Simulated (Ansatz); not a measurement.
BaTiO3:

```xyz
5
Lattice="3.9998 0.0000 0.0000 0.0000 3.9998 0.0000 0.0000 0.0000 4.0180" Properties=species:S:1:pos:R:3 pbc="T T T"
Ba    0.0000    0.0000    0.0000
Ti    1.9999    1.9999    1.9688
O     0.0000    1.9999    2.0773
O     1.9999    0.0000    2.0773
O     1.9999    1.9999    0.0763
```

| Quantity | Value |
| --- | --- |
| Program | Ansatz 0.2.0 |
| Task | relaxation of cell and atoms |
| Functional | r2SCAN |
| Potentials or basis | Ansatz PAW |
| Cutoff | 500 eV (not typed: the program's choice for these potentials) |
| k mesh | 7 × 7 × 7 |
| Occupations | fermi-dirac, width 0.05 eV |
| Spin | no spin polarisation |
| Hubbard terms | Ti d U = 1 eV |

At the start: volume 12.86 Å³/atom.

Q: Where does the relaxation end?

A: It ends after 9 steps and the volume is 12.97 Å³/atom (+0.9 %); space group P4mm (No. 99, to 0.05 Å).

The path:
```csv
step,energy change (eV),largest force (eV/Å),volume (Å³)
1,0.0000,0.3401,64.28
2,-0.0049,0.1579,64.23
3,-0.0060,0.2027,64.20
4,-0.0087,0.1986,64.21
5,-0.0132,0.0689,64.75
6,-0.0142,0.0272,64.93
7,-0.0144,0.0127,64.81
8,-0.0144,0.0010,64.84
9,-0.0147,0.0007,64.84
```

Final structure:
```xyz
5
Lattice="3.9778 0.0000 0.0000 0.0000 3.9778 0.0000 0.0000 0.0000 4.0976" Properties=species:S:1:pos:R:3 pbc="T T T"
Ba    0.0000    0.0000   -0.0132
Ti    1.9889    1.9889    1.9657
O     0.0000    1.9889    2.1185
O     1.9889    0.0000    2.1185
O     1.9889    1.9889    0.1331
```

Caveat: the plane-wave basis is chosen anew once the cell has moved, so the energies of steps on either side of that aren't comparable; the PAW data sets come from PBE, with cores solved anew for the run's functional, which leaves a small shift of forces and pressure.
